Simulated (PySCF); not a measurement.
**From a raw peak list to a structure**

Formula C₅H₆. The spectrum was simulated from the full spin Hamiltonian at 500 MHz with 0.6 Hz Lorentzian lines, from shifts rounded to 0.01 ppm and J to 0.1 Hz, couplings under 1 Hz left out.

Maxima in Hz from TMS (height), grouped by integral:
2H: 3423.6 (2), 3421.6 (5), 3420.2 (21), 3418.3 (43), 3416.6 (28), 3416.4 (29), 3414.0 (34), 3412.1 (53), 3410.1 (26), 3408.8 (7), 3406.8 (3)
2H: 3368.1 (3), 3366.2 (6), 3364.7 (28), 3363.0 (56), 3361.2 (40), 3360.2 (15), 3359.5 (15), 3358.5 (34), 3356.7 (45), 3355.0 (22), 3353.4 (4), 3351.6 (2)
2H: 1548.8 (21), 1546.9 (68), 1545.0 (100), 1543.1 (68), 1541.2 (20)

$^{13}$C{$^{1}$H} NMR (computed): δ 141.6 (CH), 139.8 (CH), 45.7 (CH2).

No relativistic terms, isolated molecule, one averaged value for each set of equivalent atoms, a single conformation. Coordinates at the GFN2-xTB level; shieldings: GIAO PBE0/pcSseg-1; couplings computed with B3LYP/pcJ-1 (without the spin–dipole term); PySCF 2.14.0 with density-fitted response routines.

Referencing at the same level of theory: $^{1}$H and $^{13}$C vs TMS.

(1) Analyse the multiplets.

(2) What is the compound?

Results:

(1) $^{1}$H NMR (500 MHz, computed): δ 6.83 (dt, J = 6.2, 2.0 Hz, 2H), 6.72 (dt, J = 6.2, 1.8 Hz, 2H), 3.09 (quint, J = 1.9 Hz, 2H). These are first-order names from the parameters used; overlap and second-order distortion can hide them in the list.

(2) Cyclopentadiene (SMILES C1=CCC=C1).

Mapped SMILES: `[CH:1]1=[CH:2][CH2:3][CH:4]=[CH:5]1` (H(Xn): hydrogen on atom n).

1. δ 6.83: H(C1)/H(C5), hydrogen on an alkene CH, coupled to H(C2)/H(C4) (6.2 Hz), H(C3) (2.0 Hz).
2. δ 6.72: H(C2)/H(C4), hydrogen on an alkene CH, coupled to H(C1)/H(C5) (6.2 Hz), H(C3) (1.8 Hz).
3. δ 3.09: H(C3), hydrogen on an allylic sp3 CH2, coupled to H(C1)/H(C5) and H(C2)/H(C4) (1.9 Hz).

The data come from this structure; uniqueness wasn't tested.

Multiplet labels drop couplings under 1 Hz and merge nearly equal ones. Couplings among chemically equivalent protons are left out too, so labels in AA′BB′ or AA′XX′ sets are apparent multiplicities. Unscaled 3J(H,H) at this level run about 10 % above measured values. Shifts are as computed. Against solution values, carbons near 30 ppm lie about +3 ppm off and those near 130 ppm about +5 ppm. Of 1211 compounds with measured shifts, 218 miss one by over three times the rms of a fit or turn the order of signals round; such compounds aren't used in these exercises.
